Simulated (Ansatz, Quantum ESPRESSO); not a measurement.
# Ballistic transmission: Ru chain with a N atom on top of one atom, part 4 of 5

Aim: the zero-bias transmission with pwcond for this junction: Ru chain with a N atom on top of one atom.

Quantum ESPRESSO 7.5; plane-wave DFT, PBE, GBRV ultrasoft pseudopotentials; cross-check by Ansatz 0.2.0 with PAW datasets.

So far. Step 3 (The open system): The run is unpolarised; a magnetic state was not tried, may lie lower and would change T. Step 3 (The open system): At no point does T exceed the number of channels. That doesn't clear the run: at some energies its lead has fewer channels than the second code's.

**5. Transmission with pwcond.x, with ewind, epsproj = [0.1, 0.1]**

Level of this step: transmission by pwcond, lead and junction from one cell; plane-wave DFT, PBE, GBRV ultrasoft pseudopotentials (Quantum ESPRESSO).

One more run, with a changed input.

Contents of cond.bad.in:

```
&inputcond
  outdir = './out'
  prefixt = 'scf'
  tran_file = 'cond.bad.dat'
  bdl = 0.6000000000
  bds = 4.5000000000
  ikind = 1
  ewind = 0.1
  epsproj = 0.1
  nz1 = 7
  energy0 = 2.0
  denergy = -0.1
/
1
  0.00000000 0.00000000 1.00000000
41
```

On the command line:

```
OMP_NUM_THREADS=1 mpirun -n 4 pwcond.x -in cond.bad.in > cond.bad.out
```

Log:

```text
[banner, memory and clock lines left out]
Program PWCOND v.7.5 starts
[citation notice left out]

[...]
./out/scf.save/

[...]
negative rho (up, down):  1.019E+00 0.000E+00
     Reading collected, re-writing distributed wavefunctions

===== INPUT FILE containing all the regions =====

     GEOMETRY:

     lattice parameter (alat)  =      14.1729  a.u.
     the volume                =   12811.2913 (a.u.)^3
     the cross section         =     200.8724 (a.u.)^2
     l of the unit cell        =       4.5000 (alat)
     number of atoms/cell      =           16
     number of atomic types    =            2

     crystal axes: (cart. coord. in units of alat)
               a(1) = (  1.0000  0.0000  0.0000 )
               a(2) = (  0.0000  1.0000  0.0000 )
               a(3) = (  0.0000  0.0000  4.5000 )

   Cartesian axes

     site n.     atom                  positions (alat units)
          1        Ru     tau(  1)=(  0.5000  0.5000  4.5000  )
          2        Ru     tau(  2)=(  0.5000  0.5000  0.3000  )
          3        Ru     tau(  3)=(  0.5000  0.5000  0.6000  )
          4        Ru     tau(  4)=(  0.5000  0.5000  0.9000  )
          5        Ru     tau(  5)=(  0.5000  0.5000  1.2000  )
          6        Ru     tau(  6)=(  0.5000  0.5000  1.5000  )
          7        Ru     tau(  7)=(  0.5000  0.5000  1.8000  )
          8        Ru     tau(  8)=(  0.5000  0.5000  2.1000  )
          9        N      tau(  9)=(  0.7146  0.5000  2.1000  )
         10        Ru     tau( 10)=(  0.5000  0.5000  2.4000  )
         11        Ru     tau( 11)=(  0.5000  0.5000  2.7000  )
         12        Ru     tau( 12)=(  0.5000  0.5000  3.0000  )
         13        Ru     tau( 13)=(  0.5000  0.5000  3.3000  )
         14        Ru     tau( 14)=(  0.5000  0.5000  3.6000  )
         15        Ru     tau( 15)=(  0.5000  0.5000  3.9000  )
         16        Ru     tau( 16)=(  0.5000  0.5000  4.2000  )

     nr1s                      =           54
     nr2s                      =           54
     nr3s                      =          240
     nr1sx                     =           54
     nr2sx                     =           54
     nr3sx                     =          240
     nr1                       =           60
     nr2                       =           60
     nr3                       =          270
     nr1x                      =           60
     nr2x                      =           60
     nr3x                      =          270

 _______________________________
  Radii of nonlocal spheres:

     type       ibeta     ang. mom.          radius (alat units)
       Ru         1         0                    0.1242
       Ru         2         0                    0.1242
       Ru         3         1                    0.1242
       Ru         4         1                    0.1242
       Ru         5         2                    0.1242
       Ru         6         2                    0.1242
       N          1         0                    0.0853
       N          2         0                    0.0853
       N          3         1                    0.0853
       N          4         1                    0.0853
----- General information -----

--- T calc. with identical leads (ikind=1) ---

     nrx                       =           54
     nry                       =           54
     nz1                       =            7

     energy0               =         2.0E+00
     denergy               =        -1.0E-01
     nenergy               =         41
     ecut2d                =         3.4E+01
     ewind                 =         1.0E-01
     epsproj               =         1.0E-01

     number of k_|| points=    1
                       cryst. coord.
        k(    1) = (   0.0000000   0.0000000), wk =   1.0000000
----- Information about left/right lead -----

     nocros                   =           18
     noins                    =           18
     norb                     =           54
     norbf                    =          260
     nrz                      =           32

      iorb      type   ibeta   ang. mom.   m       position (alat)
        1        1       1        0        1   taunew(   1)=(  0.5000  0.5000  0.0000)
        2        1       2        0        1   taunew(   2)=(  0.5000  0.5000  0.0000)
[...]
54        1       6        2        5   taunew(  54)=(  0.5000  0.5000  0.6000)
    k slab    z(k)  z(k+1)     crossing(iorb=1,norb)
    1   0.0000 0.0187 0.0187   111111111111111111000000000000000000000000000000000000
    2   0.0187 0.0375 0.0187   111111111111111111000000000000000000000000000000000000
[...]
32   0.5812 0.6000 0.0188   000000000000000000000000000000000000111111111111111111
----- Information about scattering region -----

     noins                    =          224
     norb                     =          260
     norbf                    =          260
     nrz                      =          208

      iorb      type   ibeta   ang. mom.   m       position (alat)
        1        1       1        0        1   taunew(   1)=(  0.5000  0.5000 -0.0000)
        2        1       2        0        1   taunew(   2)=(  0.5000  0.5000 -0.0000)
[...]
260        1       6        2        5   taunew( 260)=(  0.5000  0.5000  3.9000)
 ngper, shell number =          545          70
 ngper, n2d =          545          20
---  E-Ef =    2.0000000  k =    0.0000000   0.0000000
---  ie =          1  ik =          1
 Nchannels of the left tip =            3
 Right moving states:
   k1(2pi/a)   k2(2pi/a)   E-Ef (eV)
  -0.0983917   0.0000285   2.0000000
  -0.1057918   0.0000163   2.0000000
  -0.3751203   0.0000150   2.0000000
 Left moving states:
   k1(2pi/a)   k2(2pi/a)   E-Ef (eV)
   0.0983917   0.0000285   2.0000000
   0.1057918   0.0000163   2.0000000
   0.3751207   0.0000150   2.0000000

 to transmit
 Band j to band i transmissions and reflections:
    j         i     |T_ij|^2    |R_ij|^2

    1 -->     1     0.61100     0.06477
    1 -->     2     0.00000     0.00000
    1 -->     3     0.14580     0.17843
   Total T_j, R_j =    0.75681  0.24319

    2 -->     1     0.00000     0.00000
    2 -->     2     0.50806     0.49194
    2 -->     3     0.00000     0.00000
   Total T_j, R_j =    0.50806  0.49194

    3 -->     1     0.14464     0.17841
    3 -->     2     0.00000     0.00000
    3 -->     3     0.19825     0.47870
   Total T_j, R_j =    0.34289  0.65712

E-Ef(ev), T(x2 spins) =    2.0000000   3.2155118
---  E-Ef =    1.9000000  k =    0.0000000   0.0000000
---  ie =          2  ik =          1
 Nchannels of the left tip =            3
 Right moving states:
   k1(2pi/a)   k2(2pi/a)   E-Ef (eV)
  -0.1112731   0.0000281   1.9000000
  -0.1184104   0.0000161   1.9000000
  -0.3826939   0.0000148   1.9000000
 Left moving states:
   k1(2pi/a)   k2(2pi/a)   E-Ef (eV)
   0.1112731   0.0000281   1.9000000
   0.1184104   0.0000161   1.9000000
   0.3826943   0.0000148   1.9000000

 to transmit
 Band j to band i transmissions and reflections:
    j         i     |T_ij|^2    |R_ij|^2

    1 -->     1     0.57646     0.07171
    1 -->     2     0.00000     0.00000
    1 -->     3     0.15479     0.19703
   Total T_j, R_j =    0.73125  0.26875

    2 -->     1     0.00000     0.00000
    2 -->     2     0.43212     0.56788
    2 -->     3     0.00000     0.00000
   Total T_j, R_j =    0.43212  0.56788

    3 -->     1     0.15382     0.19702
    3 -->     2     0.00000     0.00000
    3 -->     3     0.16762     0.48155
   Total T_j, R_j =    0.32144  0.67857

E-Ef(ev), T(x2 spins) =    1.9000000   2.9696017
---  E-Ef =    1.8000000  k =    0.0000000   0.0000000
---  ie =          3  ik =          1
 Nchannels of the left tip =            3
 Right moving states:
   k1(2pi/a)   k2(2pi/a)   E-Ef (eV)
  -0.1238802   0.0000277   1.8000000
  -0.1308099   0.0000159   1.8000000
  -0.3904020   0.0000146   1.8000000
 Left moving states:
   k1(2pi/a)   k2(2pi/a)   E-Ef (eV)
   0.1238802   0.0000277   1.8000000
   0.1308099   0.0000159   1.8000000
   0.3904024   0.0000146   1.8000000

 to transmit
 Band j to band i transmissions and reflections:
    j         i     |T_ij|^2    |R_ij|^2

    1 -->     1     0.53180     0.08583
    1 -->     2     0.00000     0.00000
    1 -->     3     0.16183     0.22050
   Total T_j, R_j =    0.69364  0.30633

    2 -->     1     0.00000     0.00000
    2 -->     2     0.33121     0.66879
    2 -->     3     0.00000     0.00000
   Total T_j, R_j =    0.33121  0.66879

    3 -->     1     0.16148     0.22048
    3 -->     2     0.00000     0.00000
    3 -->     3     0.13668     0.48136
   Total T_j, R_j =    0.29816  0.70185

E-Ef(ev), T(x2 spins) =    1.8000000   2.6460017
[... further energies and points left out ...]
---  E-Ef =   -1.8000000  k =    0.0000000   0.0000000
---  ie =         39  ik =          1
 Nchannels of the left tip =            3
 Right moving states:
   k1(2pi/a)   k2(2pi/a)   E-Ef (eV)
   0.4447749   0.0000111  -1.8000000
   0.4528216   0.0000195  -1.8000000
   0.4591568   0.0000157  -1.8000000
 Left moving states:
   k1(2pi/a)   k2(2pi/a)   E-Ef (eV)
  -0.4447749   0.0000111  -1.8000000
  -0.4528216   0.0000195  -1.8000000
  -0.4591557   0.0000157  -1.8000000

 to transmit
 Band j to band i transmissions and reflections:
    j         i     |T_ij|^2    |R_ij|^2

    1 -->     1     0.89758     0.10242
    1 -->     2     0.00000     0.00000
    1 -->     3     0.00000     0.00000
   Total T_j, R_j =    0.89758  0.10242

    2 -->     1     0.00000     0.00000
    2 -->     2     0.17335     0.81309
    2 -->     3     0.00621     0.00735
   Total T_j, R_j =    0.17956  0.82044

    3 -->     1     0.00000     0.00000
    3 -->     2     0.00745     0.00735
    3 -->     3     0.96316     0.02204
   Total T_j, R_j =    0.97061  0.02939

E-Ef(ev), T(x2 spins) =   -1.8000000   4.0954979
---  E-Ef =   -1.9000000  k =    0.0000000   0.0000000
---  ie =         40  ik =          1
 Nchannels of the left tip =            3
 Right moving states:
   k1(2pi/a)   k2(2pi/a)   E-Ef (eV)
   0.4309896   0.0000110  -1.9000000
   0.4392229   0.0000194  -1.9000000
   0.4511834   0.0000158  -1.9000000
 Left moving states:
   k1(2pi/a)   k2(2pi/a)   E-Ef (eV)
  -0.4309896   0.0000110  -1.9000000
  -0.4392229   0.0000194  -1.9000000
  -0.4511823   0.0000158  -1.9000000

 to transmit
 Band j to band i transmissions and reflections:
    j         i     |T_ij|^2    |R_ij|^2

    1 -->     1     0.89246     0.10754
    1 -->     2     0.00000     0.00000
    1 -->     3     0.00000     0.00000
   Total T_j, R_j =    0.89246  0.10754

    2 -->     1     0.00000     0.00000
    2 -->     2     0.17844     0.80830
    2 -->     3     0.00626     0.00700
   Total T_j, R_j =    0.18469  0.81531

    3 -->     1     0.00000     0.00000
    3 -->     2     0.00693     0.00701
    3 -->     3     0.96706     0.01901
   Total T_j, R_j =    0.97398  0.02602

E-Ef(ev), T(x2 spins) =   -1.9000000   4.1022652
---  E-Ef =   -2.0000000  k =    0.0000000   0.0000000
---  ie =         41  ik =          1
 Nchannels of the left tip =            3
 Right moving states:
   k1(2pi/a)   k2(2pi/a)   E-Ef (eV)
   0.4168786   0.0000110  -2.0000000
   0.4253171   0.0000192  -2.0000000
   0.4432164   0.0000159  -2.0000000
 Left moving states:
   k1(2pi/a)   k2(2pi/a)   E-Ef (eV)
  -0.4168786   0.0000110  -2.0000000
  -0.4253171   0.0000192  -2.0000000
  -0.4432154   0.0000159  -2.0000000

 to transmit
 Band j to band i transmissions and reflections:
    j         i     |T_ij|^2    |R_ij|^2

    1 -->     1     0.88754     0.11246
    1 -->     2     0.00000     0.00000
    1 -->     3     0.00000     0.00000
   Total T_j, R_j =    0.88754  0.11246

    2 -->     1     0.00000     0.00000
    2 -->     2     0.18067     0.80652
    2 -->     3     0.00627     0.00654
   Total T_j, R_j =    0.18695  0.81305

    3 -->     1     0.00000     0.00000
    3 -->     2     0.00663     0.00654
    3 -->     3     0.97048     0.01635
   Total T_j, R_j =    0.97711  0.02289

E-Ef(ev), T(x2 spins) =   -2.0000000   4.1031937
   T_tot     2.00000      0.32155E+01
   T_tot     1.90000      0.29696E+01
   T_tot     1.80000      0.26460E+01
   T_tot     1.70000      0.26854E+01
   T_tot     1.60000      0.25931E+01
   T_tot     1.50000      0.26086E+01
   T_tot     1.40000      0.29718E+01
   T_tot     1.30000      0.36324E+01
   T_tot     1.20000      0.42678E+01
   T_tot     1.10000      0.47291E+01
   T_tot     1.00000      0.50471E+01
   T_tot     0.90000      0.52806E+01
   T_tot     0.80000      0.54759E+01
   T_tot     0.70000      0.57210E+01
   T_tot     0.60000      0.68970E+01
   T_tot     0.50000      0.73093E+01
   T_tot     0.40000      0.74615E+01
   T_tot     0.30000      0.73267E+01
   T_tot     0.20000      0.71395E+01
   T_tot     0.10000      0.70289E+01
   T_tot    -0.00000      0.69412E+01
   T_tot    -0.10000      0.68320E+01
   T_tot    -0.20000      0.67491E+01
   T_tot    -0.30000      0.61468E+01
   T_tot    -0.40000      0.44119E+01
   T_tot    -0.50000      0.62825E+01
   T_tot    -0.60000      0.61427E+01
   T_tot    -0.70000      0.60518E+01
   T_tot    -0.80000      0.58745E+01
   T_tot    -0.90000      0.52673E+01
   T_tot    -1.00000      0.52145E+01
   T_tot    -1.10000      0.50272E+01
   T_tot    -1.20000      0.38021E+01
   T_tot    -1.30000      0.37215E+01
   T_tot    -1.40000      0.38325E+01
   T_tot    -1.50000      0.40047E+01
   T_tot    -1.60000      0.40542E+01
   T_tot    -1.70000      0.40807E+01
   T_tot    -1.80000      0.40955E+01
   T_tot    -1.90000      0.41023E+01
   T_tot    -2.00000      0.41032E+01

[...]
```

Elapsed: 23 s, on 4 MPI ranks of Arm Neoverse V2, shared host; peak memory 0.47 GiB.

The run finished, but its numbers are not taken as the system's. The fault: a window of plane waves far too small, with a loose projection threshold.

Beside the run it was changed from:

| quantity | this run | unchanged run | difference |
| --- | --- | --- | --- |
| transmission at the Fermi level, one spin | 3.471 | 3.669 | -0.20 |
| lead channels at the Fermi level, one spin | 6 | 6 | 0 |
| wall time (s) | 23 | 279 |  |

Over all energies T moves by up to 1.2, at 0.6 eV, where the two runs count unlike lead channels.

The physical values in this table move by up to 5.4 %.

(Part 4 of 5 ends here.)

[Logs are printed without paths, hosts, clocks, repeated set-up lines and the standing remarks that a program may print on its own settings, such as how far it seeks lower states.]

[Hosts, paths, dates, database ids (printed as entryN), source tags and the programs' standing remarks are cut or masked in the printed files.]

[Maps of the electrostatic potential energy from Ansatz leave out the sawtooth potential of an applied field or a dipole correction, so their vacuum need not be flat; planar profiles and work functions include it.]
